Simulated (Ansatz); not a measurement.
How much do the gradients of TiO2 depend on the method?

Cell: a computed structure from the Materials Project (it need not be an observed phase), taken as it stands.

```yaml
crystal:
  lattice:
    - [-2.97316, 3.28737, 3.28740]
    - [2.97316, -3.28737, 3.28740]
    - [2.97316, 3.28737, -3.28740]
  atoms:
    - { symbol: Ti, position: [0.50475, 0.75475, 0.75000] }
    - { symbol: Ti, position: [0.49524, 0.24524, 0.25000] }
    - { symbol: Ti, position: [0.00000, 0.00000, 0.50000] }
    - { symbol: Ti, position: [0.00000, 0.50000, 0.00000] }
    - { symbol: O, position: [0.30492, 0.30477, 0.49985] }
    - { symbol: O, position: [0.19548, 0.25038, 0.94510] }
    - { symbol: O, position: [0.30492, 0.80507, 0.00015] }
    - { symbol: O, position: [0.80528, 0.25038, 0.55490] }
    - { symbol: O, position: [0.19472, 0.74962, 0.44510] }
    - { symbol: O, position: [0.80452, 0.74962, 0.05490] }
    - { symbol: O, position: [0.69508, 0.19493, 0.99985] }
    - { symbol: O, position: [0.69508, 0.69523, 0.50015] }
```

Atom numbers follow the list; atoms alike are taken as one site, whose name carries the number of the first.

First run. Computed with Ansatz: DFT, PBE, plane waves and PAW, scalar-relativistic, 420 eV cutoff, Γ-centred 6×6×6 k-points, Fermi–Dirac smearing 0.02 eV.

| site | atom | V_zz (10²¹ V/m²) | η |
| --- | --- | --- | --- |
| Ti1 | 1 | -2.31 | 0.58 |
| Ti3 | 3 | -2.26 | 0.61 |
| O5 | 5 | 2.57 | 0.89 |
| O6 | 6 | 2.57 | 0.91 |

Second run. The same atoms and settings, except that the functional is r2SCAN and the cutoff is 500 eV.

Question: What does the second run give?

Answer: 

```csv
site,atom,V_zz,η,change of V_zz
Ti1,1,-2.37,0.57,-0.06
Ti3,3,-2.33,0.60,-0.07
O5,5,-2.72,0.97,–
O6,6,-2.73,0.96,–
```

The largest change of V_zz along a kept axis is on Ti3, from -2.26 to -2.33. The whole tensor moves most on O6, by 0.29 along its most changed direction. In per cent, |V_zz| changes by +3 on Ti (all sites that start above 0.5, bar those whose gradient vanishes or changes sign or whose main axis turns by over 40°). On O5, O6 the largest principal value lies along another axis in the second run, so the two V_zz can't be compared directly.

For the second run: At this cell the r2SCAN pressure is -7 GPa, so with r2SCAN the cell would shrink if it were relaxed. The entry's cell may itself be off.
